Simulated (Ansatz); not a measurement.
# NMR crystallography of CsI with an I vacancy: given against relaxed positions

Start: a supercell of CsI (CsCl type, Pm-3m) built from a COD entry, with all atoms left at the host's positions.

Space group Fm-3m (No. 225); a = 18.2668 Å.

| site | Wyckoff | site symmetry | x | y | z |
| --- | --- | --- | --- | --- | --- |
| Cs1 | 32f | .3m | 0.3750 | 0.8750 | 0.8750 |
| Cs6 | 32f | .3m | 0.6250 | 0.1250 | 0.3750 |
| I17 | 24d | m.mm | 0.5000 | 0.2500 | 0.2500 |
| I20 | 8c | -43m | 0.7500 | 0.2500 | 0.2500 |
| I23 | 24e | 4m.m | 0.7500 | 0.5000 | 0.5000 |
| I27 | 4a | m-3m | 0.0000 | 0.5000 | 0.5000 |

One atom of each set is listed; the run and its k-mesh use a cell of 31 atoms with edges of 12.92, 12.92, 12.92 Å.

All values are calculated (Ansatz; DFT, PBE, plane waves and PAW, scalar-relativistic, 420 eV cutoff, Γ-centred 2×2×2 k-points, Fermi–Dirac smearing 0.01 eV, cell charge +1), not measured.

The largest force at the start is 0.26 eV/Å. Relaxing the ions at fixed cell moves them by 0.191 Å at most (atom 23, I) and 0.113 Å rms.

```json
{"site": "Cs1", "moved (Å)": "0.148", "first shell before": "7 I at 3.95 Å", "first shell after": "7 I at 3.81–3.91 Å", "V_zz before (10²¹ V/m²)": "5.48", "η before": "0.00"}
{"site": "Cs6", "moved (Å)": "0.021", "first shell before": "8 I at 3.95 Å", "first shell after": "8 I at 3.93–4.06 Å; also 6 Cs at 4.50–4.54 Å", "V_zz before (10²¹ V/m²)": "-0.24", "η before": "0.00"}
{"site": "I17", "moved (Å)": "0.000", "first shell before": "8 Cs at 3.95 Å", "first shell after": "8 Cs at 3.91–3.96 Å", "V_zz before (10²¹ V/m²)": "1.36", "η before": "0.38"}
{"site": "I23", "moved (Å)": "0.191", "first shell before": "8 Cs at 3.95 Å", "first shell after": "8 Cs at 3.91–4.06 Å", "V_zz before (10²¹ V/m²)": "5.43", "η before": "0.00"}
```

Problem. What are V_zz and η after the relaxation?

Solution. 

| site | V_zz after | η after | change of V_zz |
| --- | --- | --- | --- |
| Cs1 | 3.53 | 0.00 | -1.95 |
| Cs6 | 0.044 | 0.00 | +0.28 |
| I17 | -1.67 | 0.12 | -3.03 |
| I23 | 4.46 | 0.00 | -0.97 |

The largest change of V_zz is on I17, from 1.36 to -1.67. In per cent, |V_zz| changes by -36 on Cs, -18 on I (all sites that start above 0.5, bar those whose gradient vanishes or changes sign or whose main axis turns by over 40°). Where |V_zz| stays above 0.1, η moves most on I17, from 0.38 to 0.12. V_zz changes sign on I17 (same axis), Cs6 (same axis). Sites without a gradient aren't listed.

The defect repeats with the cell of 31 atoms, so it feels its images: sites between two images don't show the values beside a lone defect, and zeros or small values of η there can come from the images' arrangement. A uniform background compensates the cell's charge. Without spin–orbit coupling the gradients at and beside I can be off by some per cent, at some sites by more.
Before: The neighbours have not yet relaxed around the defect (largest force 0.26 eV/Å), so a real crystal will differ.
